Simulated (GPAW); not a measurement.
## ZrO in GPAW: convergence with k mesh

Input of the first run (k mesh 2 × 2 × 2); the others differ in this setting and in those tied to it:

The input run.py:

```python
from ase.dft.bandgap import bandgap
from ase.io import read, write
from ase.units import GPa
from gpaw import GPAW, PW

atoms = read('POSCAR')

calc = GPAW(mode=PW(800),
            xc='PBE',
            kpts={'size': (2, 2, 2), 'gamma': True},
            occupations={'name': 'fermi-dirac', 'width': 0.05},
            nbands=19,
            convergence={'density': 1e-05, 'energy': 1e-05},
            maxiter=100,
            txt='gpaw.txt')
atoms.calc = calc
energy = atoms.get_potential_energy()
forces = atoms.get_forces()
stress = atoms.get_stress()
calc.write('gs.gpw')
write('result.traj', atoms)
print(f'Energy: {energy:.6f} eV')
print('Forces (eV/A):')
print(forces.round(4))
print('Stress (GPa):', (stress / GPa).round(3))
print('Fermi level:', round(calc.get_fermi_level(), 4), 'eV')
print(f'Gap: {bandgap(calc)[0]:.4f} eV, direct: {bandgap(calc, direct=True)[0]:.4f} eV')
```

POSCAR

```
ZrO
1.0
    1.8266398600     -2.9188492700      0.0000000000
    1.8266398600      2.9188492700      0.0000000000
    0.0000000000      0.0000000000      2.6199383700
Zr O
1 1
Direct
    0.0000000000      0.0000000000      0.0000000000
    0.5000000000      0.5000000000      0.0000000000
```

Potentials or basis: GPAW PAW data sets (gpaw-data 1.2.1), pw.

The run is started by

```sh
$ OMP_NUM_THREADS=1 python run.py
```

The cell was built by a generator and needn't be a form met in nature.

Hardware: 1 thread of Arm Neoverse V2 (shared host).

```csv
k mesh,"energy less the tightest run, at zero smearing (meV/atom)",pressure (GPa),SCF cycles,CPU time (s),peak memory (GiB)
2 × 2 × 2,-377.43,62.98,11,4.7,0.14
3 × 3 × 3,-105.38,57.69,11,5.5,0.14
4 × 4 × 4,17.14,56.88,10,11,0.15
5 × 5 × 5,66.20,59.34,10,14,0.15
6 × 6 × 6,57.25,63.62,10,23,0.17
7 × 7 × 8,-16.38,60.87,10,36,0.19
8 × 8 × 9,-10.12,59.78,10,48,0.21
9 × 9 × 11,13.76,60.33,10,66,0.24
11 × 11 × 13,0.00,61.48,10,110,0.32
```

Not settled before the last step: the energy (to 1 meV/atom), the pressure (to 0.1 GPa). Meshes of other sizes hit other points, so gaps and Fermi surfaces needn't settle smoothly. The tightest run that finished is the yardstick and may itself not be fully converged.

Caveat, for the tightest run too: a pressure of tens of GPa on the cell as given is suspect, and the run, the potentials or the cell itself is likely at fault.
